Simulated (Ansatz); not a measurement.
The system is Te2Mo.

```
Te Mo
1.0
     6.34645    0.00000    0.00000
     0.00000    3.49422    0.00000
    -0.54903    0.00000   14.85616
Te Mo
8 4
Direct
  0.06309 0.50000 0.40139
  0.93626 0.00000 0.59892
  0.56720 0.00000 0.36206
  0.43254 0.50000 0.63827
  0.09105 0.00000 0.13792
  0.90945 0.50000 0.86175
  0.58109 0.50000 0.09855
  0.41935 0.00000 0.90115
  0.31969 0.00000 0.50683
  0.67978 0.50000 0.49352
  0.18149 0.50000 0.00653
  0.81900 0.00000 0.99309
```

The cell is a database's computed one.

```yaml
Program: Ansatz 0.2.0
Task: relaxation of cell and atoms
Functional: PBEsol
Potentials_or_basis: Ansatz PAW
Cutoff: "420 eV (not typed: the program's choice for these potentials)"
k_mesh: 3 × 6 × 2
Occupations: fermi-dirac, width 0.05 eV
Spin: no spin polarisation
```

At the start: volume 27.45 Å³/atom.

How do energy, volume and symmetry change on relaxing?

It ends after 8 steps and the volume is 25.05 Å³/atom (-8.8 %); space group P2_1/m (No. 11, to 0.05 Å).

Step by step:
| step | energy change (eV) | largest force (eV/Å) | volume (Å³) |
| --- | --- | --- | --- |
| 1 | 0.0000 | 0.2361 | 329.45 |
| 2 | -0.1550 | 0.0434 | 312.46 |
| 3 | -0.1720 | 0.0730 | 306.73 |
| 4 | -0.1782 | 0.0236 | 303.43 |
| 5 | -0.1803 | 0.0257 | 300.44 |
| 6 | -0.1806 | 0.0130 | 300.73 |
| 7 | -0.1807 | 0.0067 | 300.57 |
| 8 | -0.1760 | 0.0069 | 300.57 |

Final structure:
```
CELL_PARAMETERS angstrom
6.31290 0.00000 -0.09418
0.00000 3.43015 0.00000
-0.76660 0.00000 13.89208
ATOMIC_POSITIONS crystal
Te 0.05309 0.50000 0.39618
Te 0.94684 0.00000 0.60381
Te 0.55761 0.00000 0.35220
Te 0.44232 0.50000 0.64779
Te 0.09984 0.00000 0.14823
Te 0.90024 0.50000 0.85178
Te 0.58692 0.50000 0.10350
Te 0.41315 0.00000 0.89651
Mo 0.31995 0.00000 0.50611
Mo 0.67998 0.50000 0.49388
Mo 0.18161 0.50000 0.00685
Mo 0.81846 0.00000 0.99316
```

Caveat: the plane-wave basis is chosen anew once the cell has moved, so the energies of steps on either side of that aren't comparable; this functional lacks dispersion, which binds the layers, so the pressure and a relaxed spacing across them are unreliable; the PAW data sets come from PBE, with cores solved anew for the run's functional, which leaves a small shift of forces and pressure.
